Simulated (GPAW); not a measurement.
CeO:

```
Ce O
1.0
     0.00000    2.63318    2.63318
     2.63318    0.00000    2.63318
     2.63318    2.63318    0.00000
Ce O
1 1
Direct
  0.00000 0.00000 0.00000
  0.25000 0.25000 0.25000
```

The cell comes from a database or a generator and needn't be the stable form of this composition.

Base run:

- Program: GPAW 26.7.0
- Functional: PBE
- Potentials or basis: GPAW PAW data sets (gpaw-data 1.2.1)
- Cutoff: 600 eV
- Basis: pw
- k mesh: 6 × 6 × 6
- Occupations: gaussian, width 0.05 eV
- Spin: collinear spin, ferromagnetic start
- Starting moments: [1.0, 0.0] μB
- Hubbard terms: Ce f U = 3.5 eV

Its results: pressure 15.8 GPa; site moments Ce +1.02; O -0.01 μB.

The run is repeated on the same cell with these changes: hubbard terms from Ce f U = 3.5 eV to Ce f U = 5 eV; fixed moment from none to 1 μB. What comes out?

Pressure 19.4 GPa; site moments Ce +0.87; O -0.03 μB.

Caveats: the cutoff is short for stress and forces, so pressures can be off by a GPa or more; one-centre terms of the f shell are cut off; the magnetic or orbital state may not be the lowest; the total moment is fixed, so each spin has its own Fermi level (some runs).
